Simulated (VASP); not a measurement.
**Sb: relaxation of cell and atoms with PBE**

Crystal: Sb.

```xyz
2
Lattice="2.1542 1.2437 3.7580 -2.1542 1.2437 3.7580 0.0000 -2.4875 3.7580" Properties=species:S:1:pos:R:3 pbc="T T T"
Sb    0.0000    0.0000    2.6324
Sb    0.0000    0.0000    8.6416
```

```
Program                : VASP 6.6.1
Task                   : relaxation of cell and atoms
Functional             : PBE
Potentials or basis    : VASP PAW PBE potentials, release 64 (Sb)
Cutoff                 : 520 eV
k mesh                 : 12 × 12 × 12
Occupations            : gaussian, width 0.1 eV
Spin                   : no spin polarisation
Further INCAR settings : ALGO = Normal; EDIFF = 1e-06; IBRION = 2; EDIFFG = -0.01; NSW = 90; ISIF = 3
```

The relaxed volume is 31.76 Å³/atom, the relaxed cell is a = 4.587 Å, b = 4.587 Å, c = 4.587 Å, α = 57.00°, β = 57.00°, γ = 57.00° and the space group after relaxing (to 0.05 Å) is R-3m (No. 166). The energy gained by relaxing is 12.6 meV/atom. The ionic steps are 7. The pressure after relaxing is 0.0 GPa and the band gap on the k mesh is none (metal or under the smearing width).

Forces in eV/Å, atoms in the order of the input:
```
Sb   0.000  0.000  0.002
Sb   0.000  0.000 -0.002
```

The path:
| step | energy change (eV) | largest force (eV/Å) | pressure (GPa) | volume (Å³) |
| --- | --- | --- | --- | --- |
| 1 | 0.0000 | 0.2386 | 2.80 | 60.41 |
| 2 | -0.0134 | 0.2266 | -1.57 | 65.14 |
| 3 | -0.0246 | 0.0517 | 0.04 | 63.16 |
| 4 | -0.0248 | 0.0363 | 0.03 | 63.23 |
| 5 | -0.0250 | 0.0011 | 0.00 | 63.43 |
| 6 | -0.0251 | 0.0014 | 0.01 | 63.47 |
| 7 | -0.0252 | 0.0022 | 0.01 | 63.53 |

Final structure:
```
Sb
1.0
     2.18875    1.26368    3.82817
    -2.18875    1.26368    3.82817
     0.00000   -2.52735    3.82817
Sb
2
Direct
  0.23325 0.23325 0.23325
  0.76675 0.76675 0.76675
```

Levels at points of the mesh, in eV from the Fermi level:
```tsv
k point	band 3	band 4	band 5	band 6	band 7	band 8
(0.00, 0.00, 0.00)	-1.89	-1.65	-1.65	2.06	2.65	2.65
(0.50, 0.00, 0.00)	-1.80	-1.70	-0.22	-0.18	0.27	0.63
(0.50, 0.50, 0.00)	-5.09	-3.47	-3.40	1.71	4.72	5.35
(0.50, 0.50, 0.50)	-1.20	-1.20	-0.50	0.26	0.26	1.11
```

Wall time 4.5 min on 1 thread of Intel(R) Xeon(R) Platinum 8259CL CPU @ 2.50GHz (Skylake/Cascade Lake), on a shared host, peak memory 0.28 GiB.

Spin-orbit coupling is left out, which matters for the levels of Sb. Zero-point motion and thermal expansion aren't in these numbers.
